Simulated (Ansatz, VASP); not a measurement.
Rb in VASP and in Ansatz

```
Rb
1.0
     5.70148    0.00000    0.00000
     0.00000    4.60886    0.00000
     0.00000    0.00000   12.29691
Rb
4
Direct
  0.95300 0.75000 0.10700
  0.54700 0.25000 0.60700
  0.45300 0.75000 0.39300
  0.04700 0.25000 0.89300
```

Change from the starting cell: volume scaled by 0.98.

Alike in both runs: task single point; functional PBE; k mesh 5 × 6 × 3; occupations fermi-dirac, width 0.05 eV; no spin polarisation.

```csv
,VASP,Ansatz
version,VASP 6.6.1,Ansatz 0.2.0
potentials or method,"VASP PAW PBE potentials, release 64 (Rb_sv)",Ansatz PAW
plane-wave cutoff (eV),520,420
valence electrons in the cell,36,36
```

Ansatz gave:

* gap on the k mesh at the Fermi level (eV): none
* pressure (GPa): 1.2
* largest component of the traceless stress (GPa): 1.70
* rms of the force components (eV/Å): 0.453

Which values does VASP return?

gap on the k mesh at the Fermi level (eV): none; pressure (GPa): 1.2; largest component of the traceless stress (GPa): 1.70; rms of the force components (eV/Å): 0.454.

Atom by atom the forces differ by 0.001 eV/Å (rms over components). A gap of «none» marks a metal or a gap that the smearing closes.
